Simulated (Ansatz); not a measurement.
Input of an Ansatz 0.2.0 run:

input.yaml

```yaml
crystal:
  lattice:
    - [0.0, 2.04275, 2.04275]
    - [2.04275, 0.0, 2.04275]
    - [2.04275, 2.04275, 0.0]
  atoms:
    - { symbol: Ag, position: [0.0, 0.0, 0.0] }
kpoints:
  mp_grid: { grid: [8, 8, 8] }
  band_path:
    path:
      - [0.0, 0.0, 0.0]
      - [0.5, 0.0, 0.5]
      - [0.5, 0.25, 0.75]
      - [0.375, 0.375, 0.75]
      - [0.0, 0.0, 0.0]
      - [0.5, 0.5, 0.5]
      - [0.625, 0.25, 0.625]
      - [0.5, 0.25, 0.75]
    npoints: 12
scf:
  occupations: { method: fermi_dirac, width: 0.05 }
hamiltonian:
  xc: pbesol
  pseudopotentials: { kind: all_electron, lapw: { basis_error: 0.001 } }
output:
  forces: true
  stress: true
  eigenvalues: true
```

Potentials or basis: all-electron LAPW, scalar-relativistic.

The run is started by

```console
$ ansatz run input.yaml --threads 1 --pin off --max-ram 3072MiB --backend cpu --events-out ev --progress --plain --runs-dir out
```

(1) Estimate the band gap along the path.

(2) Estimate the pressure.

## Answers

(1) none (metal or under the smearing width).

(2) -2.0 GPa.
